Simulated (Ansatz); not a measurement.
## Band table of SiC (CsCl type)

```
Si C
1.0
     2.64076    0.00000    0.00000
     0.00000    2.64076    0.00000
     0.00000    0.00000    2.64076
Si C
1 1
Direct
  0.00000 0.00000 0.00000
  0.50000 0.50000 0.50000
```

The cell comes from a relaxation on PAW files under the same functional, begun from a prototype that needn't be the stable phase.

Level of theory: DFT with PBE, scalar-relativistic, in Ansatz 0.2.0; a Γ-centred 14×14×14 k mesh, Fermi–Dirac smearing of 0.08 eV, no spin polarisation. LAPW: all electrons, basis error target 1 meV/atom.

Path points, in fractions of the reciprocal vectors: Γ (0.000, 0.000, 0.000), X (0.000, 0.500, 0.000), M (0.500, 0.500, 0.000), R (0.500, 0.500, 0.500). The distance column jumps between branches of the path. Levels in eV from the Fermi level; bands 6 to 11, counted from the lowest band of the run. The gap is zero, the pressure 0.10 GPa.

```
# k(1/Å) point b6 b7 b8 b9 b10 b11
0.000 Γ -17.55 -1.13 -1.13 -1.13 1.48 4.94
0.170 - -17.45 -2.13 -1.06 -1.06 1.88 5.04
0.340 - -17.16 -3.98 -0.85 -0.85 2.38 5.33
0.510 - -16.67 -5.92 -0.52 -0.52 2.84 5.81
0.680 - -15.99 -7.80 -0.10 -0.10 3.37 6.46
0.850 - -15.14 -9.53 0.35 0.35 3.98 7.21
1.020 - -14.16 -11.04 0.72 0.72 4.62 6.77
1.190 X -13.46 -11.92 0.87 0.87 5.00 6.35
1.360 - -13.37 -11.82 0.22 0.93 4.90 5.41
1.530 - -13.11 -11.51 -1.19 1.10 2.69 6.17
1.700 - -12.67 -11.01 -2.82 0.54 1.38 6.89
1.869 - -12.06 -10.32 -4.46 -1.46 1.71 7.54
2.039 - -11.30 -9.46 -5.98 -3.25 2.04 8.12
2.209 - -10.47 -8.52 -7.29 -4.76 2.29 8.56
2.379 M -9.95 -7.96 -7.96 -5.51 2.39 8.74
2.620 - -11.02 -7.84 -7.78 -4.06 2.19 8.16
2.860 - -12.82 -7.32 -7.21 -1.27 1.63 6.95
3.100 - -14.46 -6.45 -6.29 0.86 1.88 5.66
3.341 - -15.80 -5.24 -5.03 0.07 4.42 5.00
3.581 - -16.77 -3.77 -3.50 -0.58 3.42 6.37
3.821 - -17.35 -2.15 -1.95 -0.99 2.31 5.44
4.062 Γ -17.55 -1.13 -1.13 -1.13 1.48 4.94
4.356 - -17.26 -2.17 -1.87 -1.87 2.79 5.99
4.650 - -16.38 -3.57 -3.16 -3.16 4.71 7.42
4.945 - -14.93 -4.63 -4.22 -4.22 4.61 6.19
5.239 - -12.97 -5.23 -4.83 -4.83 2.52 3.63
5.534 - -10.59 -5.35 -4.96 -4.96 0.45 1.17
5.828 - -8.19 -4.96 -4.68 -4.68 -1.06 -0.74
6.122 R -7.05 -4.41 -4.41 -4.41 -1.57 -1.57
6.363 - -7.78 -5.35 -4.45 -4.23 -1.55 -1.37
6.603 - -9.24 -7.08 -4.12 -3.71 -1.06 -0.79
6.843 - -10.68 -8.74 -3.41 -2.88 -0.11 0.17
7.084 - -11.88 -10.11 -2.40 -1.80 1.21 1.53
7.324 - -12.75 -11.11 -1.15 -0.60 2.86 3.27
7.564 - -13.28 -11.72 0.15 0.43 4.75 5.38
7.805 X -13.46 -11.92 0.87 0.87 5.00 6.35
9.487 R -7.05 -4.41 -4.41 -4.41 -1.57 -1.57
9.657 - -7.40 -4.86 -4.86 -3.93 -2.13 -0.93
9.827 - -8.06 -5.69 -5.69 -3.06 -2.87 0.45
9.997 - -8.70 -6.48 -6.48 -3.91 -1.59 2.13
10.167 - -9.24 -7.12 -7.12 -4.60 -0.24 3.99
10.337 - -9.63 -7.59 -7.59 -5.10 1.03 5.94
10.507 - -9.87 -7.87 -7.87 -5.40 2.00 7.77
10.677 M -9.95 -7.96 -7.96 -5.51 2.39 8.74
```
